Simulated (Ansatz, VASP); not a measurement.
## GaAs: VASP beside Ansatz

One calculation is typed for both programs; each brings its own data sets and cutoff. How far apart do they land? The cell is taken from a series of VASP runs on this material, whose earlier steps may have relaxed, scaled or displaced it; both programs get it as it stands.

Calculated with Ansatz 0.2.0; plane waves, with VASP 6.6.1 beside it; relaxation of cell and atoms at LDA.

## (1) The starting structure

The structure is cubic, space group F-43m (No. 216). Conventional cell: a = 5.610 Å, b = 5.610 Å, c = 5.610 Å, α = 90.00°, β = 90.00°, γ = 90.00°. Nearest to As lie 4 Ga at 2.43 Å. Nearest to Ga lie 4 As at 2.43 Å. Farther neighbours are not listed.

## (2) VASP: relaxation of cell and atoms, LDA

The relaxed volume is the usual yardstick between codes: its relative difference is about their pressure difference at one cell divided by the bulk modulus.

Lines of VASP's logs that name or quote its potential files are left out, and so is its time.

Contents of INCAR:

```
SYSTEM = GaAs
PREC = Accurate
ENCUT = 500
EDIFF = 1E-07
NELM = 100
ISMEAR = 0
SIGMA = 0.03
LREAL = .FALSE.
ALGO = Normal
GGA = CA
NBANDS = 15
LORBIT = 11
LWAVE = .FALSE.
LCHARG = .FALSE.
KPAR = 4
IBRION = 2
NSW = 50
ISIF = 3
EDIFFG = -0.003
```

Contents of POSCAR:

```
GaAs
1.0
    0.0000000000      2.8051258355      2.8051258355
    2.8051258355      0.0000000000      2.8051258355
    2.8051258355      2.8051258355      0.0000000000
As Ga
1 1
Direct
    0.7500000000      0.7500000000      0.7500000000
    0.0000000000      0.0000000000      0.0000000000
```

Contents of KPOINTS:

```
Automatic mesh
0
Gamma
6 6 6
0 0 0
```

PAW data sets: As and Ga_d (LDA family, release 64).

Started as:

```bash
mpirun -np 4 vasp_std
```

Numbers of over 12 decimals in the logs are rounded to 6 here.

The log of the run:

```text
[banner, memory and clock lines left out]
running    4 mpi-ranks, on    1 nodes
 distrk:  each k-point on    1 cores,    4 groups
 distr:  one band on    1 cores,    1 groups

 POSCAR found type information on POSCAR AsGa
 POSCAR found :  2 types and       2 ions
 LDA part: xc-table for (Slater(with rela. corr.)+CA(PZ))
 , standard interpolation
 POSCAR, INCAR and KPOINTS ok, starting setup
 FFT: planning ... GRIDC
 FFT: planning ... GRID_SOFT
 FFT: planning ... GRID
 WAVECAR not read
 entering main loop
       N       E                     dE             d eps       ncg     rms          rms(c)
DAV:   1     0.797226627425E+02    0.79723E+02   -0.88267E+03   480   0.159E+03
DAV:   2    -0.337948430162E+01   -0.83102E+02   -0.79497E+02   536   0.310E+02
DAV:   3    -0.975238141440E+01   -0.63729E+01   -0.63471E+01   571   0.688E+01
DAV:   4    -0.985392665128E+01   -0.10155E+00   -0.10151E+00   601   0.969E+00
DAV:   5    -0.985532141055E+01   -0.13948E-02   -0.13946E-02   571   0.997E-01    0.307E+00
DAV:   6    -0.966195112192E+01    0.19337E+00   -0.23350E-01   755   0.892E+00    0.180E+00
DAV:   7    -0.961824178321E+01    0.43709E-01   -0.68689E-02   681   0.204E+00    0.526E-01
DAV:   8    -0.961497367937E+01    0.32681E-02   -0.94224E-03   606   0.112E+00    0.109E-01
DAV:   9    -0.961494601116E+01    0.27668E-04   -0.72921E-04   614   0.348E-01    0.423E-02
DAV:  10    -0.961495190396E+01   -0.58928E-05   -0.42310E-05   727   0.713E-02    0.224E-02
DAV:  11    -0.961495704559E+01   -0.51416E-05   -0.70285E-06   564   0.421E-02    0.256E-03
DAV:  12    -0.961495692240E+01    0.12318E-06   -0.52015E-07   613   0.107E-02    0.198E-03
DAV:  13    -0.961495692408E+01   -0.16780E-08   -0.74625E-08   408   0.233E-03
   1 F= -.96149569E+01 E0= -.96149569E+01  d E =-.961496E+01
 curvature:   0.00 expect dE= 0.000E+00 dE for cont linesearch  0.000E+00
 trial: gam= 0.00000 g(F)=  0.128E-45 g(S)=  0.570E-07 ort = 0.000E+00 (trialstep = 0.100E+01)
 search vector abs. value=  0.571E-07
 reached required accuracy - stopping structural energy minimisation
```

OUTCAR, selected parts (step 2):

```text
ion  position               nearest neighbor table
   1  0.750  0.750  0.750-   2 2.43   2 2.43   2 2.43   2 2.43
   2  0.000  0.000  0.000-   1 2.43   1 2.43   1 2.43   1 2.43

  LATTYP: Found a face centered cubic cell.
 ALAT       =     5.6102516710

 Subroutine GETGRP returns: Found 24 space group operations
 (whereof 24 operations were pure point group operations)

The static configuration has the point symmetry T_d .

 Found     16 irreducible k-points:

   k-points           NKPTS =     16   k-points in BZ     NKDIM =     16   number of bands    NBANDS=     15

   dimension x,y,z NGX =    30 NGY =   30 NGZ =   30
   dimension x,y,z NGXF=    60 NGYF=   60 NGZF=   60

   ENCUT  =  500.0 eV  36.75 Ry    6.06 a.u.   7.23  7.23  7.23*2*pi/ulx,y,z

   NELECT =      18.0000    total number of electrons

 k-points in reciprocal lattice and weights: Automatic mesh
   0.00000000  0.00000000  0.00000000       0.005
   0.16666667  0.00000000  0.00000000       0.037
   0.33333333  0.00000000  0.00000000       0.037
   0.50000000  0.00000000  0.00000000       0.019
   0.16666667  0.16666667  0.00000000       0.028
   0.33333333  0.16666667  0.00000000       0.111
   0.50000000  0.16666667  0.00000000       0.111
  -0.33333333  0.16666667  0.00000000       0.111
  -0.16666667  0.16666667  0.00000000       0.056
[...]
-0.33333333  0.33333333  0.16666667       0.111
  -0.33333333  0.50000000  0.16666667       0.056

 average (electrostatic) potential at core
       1 -53.5636       2 -67.3340

 E-fermi :   4.1655

 k-point     1 :       0.0000    0.0000    0.0000
  band No.  band energies     occupation
    ...
      5     -10.8671      2.00000
      6      -8.8997      2.00000
      7       4.0343      2.00000
      8       4.0343      2.00000
      9       4.0343      2.00000
     10       4.5372      0.00000
     11       7.7058      0.00000
     12       7.7058      0.00000
     13       7.7058      0.00000
     14      11.4439      0.00000
    ...

 k-point     2 :       0.1667    0.0000    0.0000
  band No.  band energies     occupation
    ...
      5     -10.8673      2.00000
      6      -8.5689      2.00000
      7       1.2550      2.00000
      8       3.6361      2.00000
      9       3.6361      2.00000
     10       5.6307      0.00000
     11       8.2695      0.00000
     12       8.2695      0.00000
     13       8.6799      0.00000
     14      12.8396      0.00000
    ...

 k-point     3 :       0.3333    0.0000    0.0000
  band No.  band energies     occupation
    ...
      5     -10.8654      2.00000
      6      -7.7106      2.00000
      7      -1.4836      2.00000
      8       3.0716      2.00000
      9       3.0716      2.00000
     10       5.1792      0.00000
     11       8.6857      0.00000
     12       8.6857      0.00000
     13      11.2366      0.00000
     14      12.6536      0.00000
    ...

  Total       -0.0008872     -0.0008872     -0.0008872     -0.0000000      0.0000000     -0.0000000
  in kB       -0.0321989     -0.0321989     -0.0321989     -0.0000000      0.0000000     -0.0000000
  external PRESSURE =      -0.0321989 kB  Pullay stress =       0.0000000 kB

  energy-cutoff  :      500.00
  volume of cell :       44.15
      direct lattice vectors                 reciprocal lattice vectors
     0.000000000  2.805125836  2.805125836    -0.178245123  0.178245123  0.178245123
     2.805125836  0.000000000  2.805125836     0.178245123 -0.178245123  0.178245123
     2.805125836  2.805125836  0.000000000     0.178245123  0.178245123 -0.178245123

 POSITION                                       TOTAL-FORCE (eV/Angst)
 -----------------------------------------------------------------------------------
      4.20769      4.20769      4.20769        -0.000000     -0.000000     -0.000000
      0.00000      0.00000      0.00000         0.000000      0.000000      0.000000
 -----------------------------------------------------------------------------------
    total drift:                                0.000001      0.000001      0.000000

  FREE ENERGIE OF THE ION-ELECTRON SYSTEM (eV)
  ---------------------------------------------------
  free  energy   TOTEN  =        -9.6149569241 eV

  energy  without entropy=       -9.6149569241  energy(sigma->0) =       -9.61495692

 reached required accuracy - stopping structural energy minimisation

 total charge
# of ion       s       p       d       tot
------------------------------------------
    1        1.212   1.617   0.032   2.862
    2        0.890   0.832   9.998  11.720
--------------------------------------------------
tot          2.103   2.448  10.030  14.582

[... 3 further parts left out ...]
```

The run keeps the 24 symmetry operations of its start, so it cannot find a distortion of lower symmetry.

## (3) Ansatz: relaxation of cell and atoms, LDA

Ansatz runs on its default PAW (the set named soft_2) files.

The same cell, functional (in two slightly different forms), mesh and smearing now go to Ansatz, which takes its cutoff from its data sets.

Contents of input.yaml:

```yaml
crystal:
  lattice:
    - [0.0, 2.8051258355, 2.8051258355]
    - [2.8051258355, 0.0, 2.8051258355]
    - [2.8051258355, 2.8051258355, 0.0]
  atoms:
    - { symbol: As, position: [0.75, 0.75, 0.75] }
    - { symbol: Ga, position: [0.0, 0.0, 0.0] }
hamiltonian:
  xc: lda
  pseudopotentials: { kind: paw }
kpoints:
  mp_grid: { grid: [6, 6, 6] }
scf:
  occupations: { method: gaussian, width: 0.03 }
relax:
  f_tol: 0.01
  max_steps: 60
  cell: { stress_tol: 0.05 }
output:
  forces: true
  stress: true
```

Started as:

```bash
ansatz run input.yaml --threads 4 --pin off --max-ram 9216MiB --backend cpu --events-out ev --progress --plain --runs-dir out
```

The log of the run:

```text
Engine: ansatz 0.2.0, aarch64-unknown-linux-gnu
Pseudopotentials: kind: paw
Pseudopotential: As, paw, valence charge 15, recommended cutoff 420 eV (normal), As.paw.azcp
Pseudopotential: Ga, paw, valence charge 13, recommended cutoff 420 eV (normal), Ga.paw.azcp
Functional definition: SPW92
  exchange = slater_x
  correlation = pw_c
Crystal: 2 atoms, lattice volume = 44.146 Å³
Basis set: ecut = 420 eV, 869 PW (Γ)
Bands: 18, of which v1, the nominal top of the filled ones, is band 14 counted from 1 (13 counted from 0)
Symmetry: 24 space group operations
Space group: F-43m (ITA 216), of the structure as read, at distance tolerance 3.5e-5 Å
k-points: 16 of 216 (time reversal used)
Non-local potential: As, projectors of the file, l = 0: 2, l = 1: 2, l = 2: 3, l = 3: 1
Non-local potential: Ga, projectors of the file, l = 0: 2, l = 1: 2, l = 2: 3, l = 3: 1
PAW form: soft (Blöchl's): semilocal exchange-correlation on the pseudo side does not see the compensation charge
PAW frozen core: As, regenerated for the run's functional, and the local potential with it (the file was generated under x = pbe(κ = 0.804, μ = 0.219515), c = pbe(β = 0.066725))
PAW frozen core: Ga, regenerated for the run's functional, and the local potential with it (the file was generated under x = pbe(κ = 0.804, μ = 0.219515), c = pbe(β = 0.066725))
PAW one-centre angular grid: As, 590 points (default); XC on 64 Gauss nodes
PAW one-centre angular grid: Ga, 590 points (default); XC on 64 Gauss nodes
Initial density: superposition of atomic densities (neutral atoms: chi_scale 0, normalization atom), corrected by the library's trained network
Initial wavefunctions: pseudopotential atomic-orbital guess
Functional: x = slater, c = lda
SCF iter   1: F=—  HF=-8481.272548 eV  |F-HF|=—  |Δ(HF+E_count)|=         —  Δρ=4.66e-3  dr2=5.61e-3  ethr=1.77e-3  ⟨swp⟩=5.9  Hψ=1338  notcnv=0
preconditioner: auto → none  [insulator: Δε(μ)=0.431 eV  Ē_g=15.577 eV  σ=0.030 eV  W_gap=1.00  n_scr=14 (ndim 8)  ℏωp=23.7 eV  f_vac=0.080  D(μ)=0.00/eV (n_scr^D=0)  ε∞_Penn≈3.3]
SCF iter   2: F=—  HF=-8481.270077 eV  |F-HF|=—  |Δ(HF+E_count)|=   2.47e-3  Δρ=2.33e-3  dr2=8.73e-4  ethr=2.00e-5  ⟨swp⟩=2.9  Hψ=680  notcnv=0
SCF iter   3: F=—  HF=-8481.270030 eV  |F-HF|=—  |Δ(HF+E_count)|=   4.74e-5  Δρ=6.01e-4  dr2=1.57e-4  ethr=3.12e-6  ⟨swp⟩=2.0  Hψ=424  notcnv=0
SCF iter   4: F=—  HF=-8481.269956 eV  |F-HF|=—  |Δ(HF+E_count)|=   7.35e-5  Δρ=2.29e-4  dr2=1.03e-5  ethr=5.60e-7  ⟨swp⟩=2.0  Hψ=430  notcnv=0
SCF iter   5: F=—  HF=-8481.269952 eV  |F-HF|=—  |Δ(HF+E_count)|=   3.94e-6  Δρ=1.50e-5  dr2=1.20e-7  ethr=3.70e-8  ⟨swp⟩=2.1  Hψ=382  notcnv=0
SCF iter   6: F=-8481.269952 eV  HF=-8481.269952 eV  |F-HF|=1.59e-9  |Δ(HF+E_count)|=   7.45e-9  Δρ=3.14e-6  dr2=2.25e-9  ethr=3.57e-10  ⟨swp⟩=4.0  Hψ=940  notcnv=0
SCF 1 converged in 6 iterations: F = -8481.269952 eV  dr2 = 2.25e-9
  greatest PAW one-centre occupation: 0.999 electrons in one spin orbital (limit 2), on the As atom at site 0 (counted from 0), in its partial waves of l = 2
relax step   1: F+E_penalty+E_count = -8481.26995224 eV  Δ(F+E_penalty+E_count) = +0.000e0 eV  max|allowed force component| = 1.295e-16 eV/Å  Δτ_max = 0.0000 Å  P = -0.318 GPa  Ω = 44.146 Å³  (6 SCF iters, dr2 threshold 1.00e-7 eV, accepted)
[...]
relax step   2: F+E_penalty+E_count = -8481.27016275 eV  Δ(F+E_penalty+E_count) = -2.105e-4 eV  max|allowed force component| = 3.180e-17 eV/Å  Δτ_max = 0.0000 Å  P = -0.062 GPa  Ω = 43.993 Å³  energy of the carried Pulay correction = +2.898e-5 eV  (3 SCF iters, dr2 threshold 2.00e-7 eV, accepted)
[...]
relax step   3: F+E_penalty+E_count = -8481.27017670 eV  Δ(F+E_penalty+E_count) = -1.396e-5 eV  max|allowed force component| = 3.412e-17 eV/Å  Δτ_max = 0.0000 Å  P = +0.001 GPa  Ω = 43.956 Å³  energy of the carried Pulay correction = +3.594e-5 eV  (4 SCF iters, dr2 threshold 9.53e-9 eV, accepted)
[...]
relax step   4: F+E_penalty+E_count = -8481.27011626 eV  Δ(F+E_penalty+E_count) = +6.044e-5 eV  max|allowed force component| = 2.718e-17 eV/Å  Δτ_max = 0.0000 Å  P = +0.001 GPa  Ω = 43.956 Å³  stress off target by 1.48e-3 GPa  SCF on the basis re-selected at this cell (its energy is not comparable with the rows above)  (5 SCF iters)
basis re-selected at this cell: Δ(F+E_penalty+E_count) = +6.044e-5 eV, ΔP = +0.001 GPa vs the last step (what re-selecting the basis moved, of the pressure what is left beyond the Pulay correction that the steps carried, after the strain that the cell walked since its last selection, with what the two solves' SCF thresholds leave and, on support functions, any second-order correction that the steps lacked; it is no m [...]
SCF converged after 5 iterations
Free energy (F): -8481.270116 eV
Harris-Foulkes:  -8481.270116 eV  (|F-HF|=3.64e-12)
Internal energy: -8481.270116 eV  (E = F + TS)
E sigma→0 (E₀):  -8481.270116 eV
Fermi energy:    8.501422 eV
--- Per-component energies (eV) ---
  E_band       = -314.567832
  E_kinetic    = 221.028898
  E_local      = -3887.210267  (includes V_loc(G=0)·N_el)
  E_nonlocal   = -238.467278
  E_hartree    = 1958.230584
  E_xc         = -148.294306
  E_vxc        = -138.882607  (∫ρ·V_xc dr)
  E_paw        = -3666.829739  (= ΣΔE_a)
  E_vpaw       = -187.497636  (= ΣTr[D̂ρ^β])
  E_aug_tail   = -0.000107  (compensation charges beyond the density's cutoff)
  E_ewald      = -2723.531611
  E_core_change = 3.803710  (= ΣΔE_core)
  E_smearing   = -0.000000  (= −TS)
  E_closure    = -0.000000  (closes the sum)
  Σ components = -8481.270116   (vs F -8481.270116, Δ=0.00e0)
--- Forces (eV/Å), atoms counted from 1 ---
  atom   1  As    -0.00000000     0.00000000    -0.00000000
  atom   2  Ga    -0.00000000    -0.00000000     0.00000000
  max |Σ_I F_I| component: 5.67e-17 eV/Å
--- Stress (GPa, compression-positive) ---
        0.001478      -0.000000      -0.000000
       -0.000000       0.001478       0.000000
       -0.000000       0.000000       0.001478
  P = ⅓ Tr σ = 0.0015 GPa (0.015 kbar)
--- Relaxed structure (3 steps of the walk, 3 accepted, 1 SCFs on fresh bases) ---
  F+E_penalty+E_count = -8481.27011626 eV   max|allowed force component| = 2.718e-17 eV/Å   (the final SCF, on the basis selected at the relaxed cell)
  cell:  # Å, volume = 43.9560 Å³
    - [0, 2.801105, 2.801105]
    - [2.801105, 0, 2.801105]
    - [2.801105, 2.801105, 0]
  atoms:
    - { symbol: As, position: [0.75, 0.75, 0.75] }
    - { symbol: Ga, position: [0, 0, 0] }
```

Run time: 2.6 s. Hardware: 4 threads of Arm Neoverse N1, shared host; peak memory 0.32 GiB.

## (4) Differences

Known differences besides the potentials themselves: the two LDA forms differ slightly; both relaxations stop at a tolerance, which leaves soft axes loose, and VASP keeps its plane-wave basis; the data sets hold 28 valence electrons in Ansatz (default PAW (the set named soft_2) files) and 18 in VASP; the cutoff is 420 eV in Ansatz and 500 eV in VASP; VASP's log shows a relativistic correction to its local exchange, Ansatz's none; Ansatz adds a Pulay correction to the stress that steers its cell, VASP none. Total energies have different zeros and are not compared.

Compared:

| quantity | Ansatz | VASP | difference |
| --- | --- | --- | --- |
| volume (Å³) | 43.96 | 44.15 | -0.43 % |
| edge a after relaxation, in the typed setting (Å) | 3.961 | 3.967 | -0.14 % |

The walks stopped with 0.00 GPa left in Ansatz and 0.00 GPa in VASP; each walk ends within a tolerance, so the volume difference is uncertain by about these residues over the bulk modulus, most in soft cells.

## (5) What came out

```
difference in volume (relaxation of cell and atoms, LDA) : -0.43 %
```

What this shows: The difference in volume is -0.43 % (relaxation of cell and atoms, LDA), within the 1.2 % picked in this series as the mark of a large difference, as far as the stopping tolerances let one tell. How closely two codes agree says nothing of how well the functional describes the real material.

[Lines on the potential files, build, host, timing and source positions are cut from VASP's logs without a mark.]

[Logs are printed without paths, hosts, clocks, repeated set-up lines and the standing remarks that a program may print on its own settings, such as how far it seeks lower states.]

[Hosts, paths, dates, database ids (printed as entryN), source tags and the programs' standing remarks are cut or masked in the printed files.]
